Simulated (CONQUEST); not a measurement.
**HgSe under changes of volume**

One of the cells (28.067 Å³/atom); the others are scaled copies at fixed shape and fractional positions:

```xyz
4
Lattice="4.2978 0.0000 0.0000 0.0000 4.2978 0.0000 0.0000 0.0000 6.0780" Properties=species:S:1:pos:R:3 pbc="T T T"
Hg    0.0000    0.0000    0.0000
Hg    2.1489    2.1489    3.0390
Se    0.0000    2.1489    1.5195
Se    2.1489    0.0000    4.5585
```

| Item | Value |
| --- | --- |
| Program | CONQUEST 1.3 |
| Functional | PBE |
| Potentials or basis | PseudoDojo NC PBE, DZP, grid of 48 × 48 × 60 points |
| k mesh | 6 × 6 × 5 |
| Occupations | fermi-dirac, width 0.05 eV |
| Spin | no spin polarisation |

```tsv
volume (Å³/atom)	energy over the lowest point (meV/atom)	pressure (GPa)
26.383	?	?
26.944	94.04	9.0
27.505	65.26	7.4
28.067	41.95	5.9
28.628	23.77	4.5
29.189	9.92	3.4
29.751	0.00	2.3
```

Question: What does the run at 26.383 Å³/atom give?

Answer: Energy over the lowest point 128.94 meV/atom; pressure 10.9 GPa.

Worked out: A Birch-Murnaghan fit of order 3 (a polynomial in V^(-2/3)) to the other rows has no minimum within the range. It gives 129.17 meV/atom at 26.383 Å³/atom, against the run's 128.94, and -dE/dV = 11.0 GPa, against 10.9.

Energies are extrapolated to zero smearing.

Caveats: the basis of atomic orbitals isn't converged, which shifts pressures, moduli and gaps.
